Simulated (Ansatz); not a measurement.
# BN, space group P4_2/mnm: a short molecular-dynamics run

Program: Ansatz 0.2.0 through its Python package.

Contents of `bn.cif`:
```cif
data_BN
_cell_length_a 4.424223
_cell_length_b 4.424223
_cell_length_c 2.550356
_cell_angle_alpha 90.00000
_cell_angle_beta 90.00000
_cell_angle_gamma 90.00000
_symmetry_space_group_name_H-M 'P 1'
_symmetry_Int_Tables_number 1
loop_
_symmetry_equiv_pos_as_xyz
'x, y, z'
loop_
_atom_site_label
_atom_site_type_symbol
_atom_site_fract_x
_atom_site_fract_y
_atom_site_fract_z
B1 B    0.174283    0.825717    0.500000
B2 B    0.325717    0.325717    0.000000
B3 B    0.674283    0.674283    0.000000
B4 B    0.825717    0.174283    0.500000
N5 N    0.812601    0.812601    0.500000
N6 N    0.312601    0.687399    0.000000
N7 N    0.687399    0.312601    0.000000
N8 N    0.187399    0.187399    0.500000
```

The script, `md_bn.py`:
```python
import ansatz as az
from ase.io import read
import numpy as np


def main() -> None:
    atoms = read("bn.cif")
    xtal = az.Crystal.from_ase(atoms)

    model = (
        xtal.calculation()
        .functional("pbesol")
        .pseudopotentials("paw")
        .basis(470, xc_grid=3)
        .accuracy("low")
        .kpoints(2, shift=0.5)
        .occupations(az.OccupationsMethod.FIXED)
        .mixing("msr1", ndim=6, beta=0.6)
        .scf(max_iterations=60)
        .md(az.Ensemble.NVT_NOSE_HOOVER, timestep=1.0 * az.fs, steps=12, temperature=100, thermostat_time=50, initial_velocities="maxwell_boltzmann", seed=317)
    )
    steps = []


    def follow(event):
        if event["event"] != "md_step":
            return
        row = event["data"]
        steps.append(row)
        print(f"t = {row['time_fs']:6.1f} fs  E_pot = {row['lagrangian_ev']:.4f} eV  E_kin = {row['e_kin_ev']:.4f} eV  T = {row['temperature_k']:7.1f} K")


    done = model.session().plan(threads=1).execute(on_event=follow)
    report = done.report

    temperature = np.array([s["temperature_k"] for s in steps])
    print(f"mean temperature of the second half {temperature[len(steps) // 2 :].mean():.1f} K")

    kept = np.array([s["conserved_ev"] for s in steps], float)
    print(f"conserved energy drifts by {1000 * (kept[-1] - kept[0]) / len(done.lattice.sites):+.3f} meV/atom")

    track = np.array([s["positions_ang"] for s in steps])
    names = np.array([site.symbol for site in done.lattice.sites])
    for name in sorted(set(names)):
        msd = ((track[:, names == name] - track[0, names == name]) ** 2).sum(axis=2).mean(axis=1)
        print(f"mean square displacement of {name} (A^2):", np.round(msd[:: max(len(msd) // 6, 1)], 4))


if __name__ == "__main__":
    main()
```

Running `python md_bn.py` prints:
```text
DeckWarning: md: disabling space-group detection — thermal motion breaks the input geometry's symmetry, so no spatial operation reduces the k-mesh or symmetrises the density; time reversal is kept, so that k and −k are solved as one point where they differ and the mesh holds both, and exact exchange and, on two spinor components, a DFT+U term hold to it where the run has them: on two components no moment then forms, and a state that bears one, which a typed moment (crystal.atoms[].spin; refused [...]
t =    0.0 fs  E_pot = -2135.6193 eV  E_kin = 0.0905 eV  T =   100.0 K
t =    1.0 fs  E_pot = -2135.6198 eV  E_kin = 0.0910 eV  T =   100.6 K
t =    2.0 fs  E_pot = -2135.6171 eV  E_kin = 0.0883 eV  T =    97.6 K
t =    3.0 fs  E_pot = -2135.6112 eV  E_kin = 0.0824 eV  T =    91.1 K
t =    4.0 fs  E_pot = -2135.6025 eV  E_kin = 0.0738 eV  T =    81.6 K
t =    5.0 fs  E_pot = -2135.5919 eV  E_kin = 0.0633 eV  T =    70.0 K
t =    6.0 fs  E_pot = -2135.5805 eV  E_kin = 0.0520 eV  T =    57.5 K
t =    7.0 fs  E_pot = -2135.5695 eV  E_kin = 0.0411 eV  T =    45.4 K
t =    8.0 fs  E_pot = -2135.5603 eV  E_kin = 0.0320 eV  T =    35.3 K
t =    9.0 fs  E_pot = -2135.5540 eV  E_kin = 0.0259 eV  T =    28.6 K
t =   10.0 fs  E_pot = -2135.5517 eV  E_kin = 0.0237 eV  T =    26.2 K
t =   11.0 fs  E_pot = -2135.5539 eV  E_kin = 0.0259 eV  T =    28.6 K
t =   12.0 fs  E_pot = -2135.5603 eV  E_kin = 0.0324 eV  T =    35.8 K
mean temperature of the second half 36.8 K
conserved energy drifts by +0.051 meV/atom
mean square displacement of B (A^2): [0.     0.0001 0.0002 0.0004 0.0007 0.0008 0.0008]
mean square displacement of N (A^2): [0.     0.0001 0.0003 0.0006 0.0009 0.0011 0.0011]
```
(Warnings from the package without file and line, shortened.)

The settings weren't tested for convergence. The conserved energy holds the terms of thermostat and barostat. The k-point mesh is coarse, and energy and stress weren't tested for convergence. This cell is a computed structure, which may not be the phase found in nature. A small cell, a coarse mesh and a very short run: it shows the set-up and gives no equilibrium averages. The whole script took 9.6 s on 1 thread of Arm Neoverse V2, with other jobs on the host, peak memory 0.41 GiB.

(Lines on the test bed's own set-up are left out of the output.)
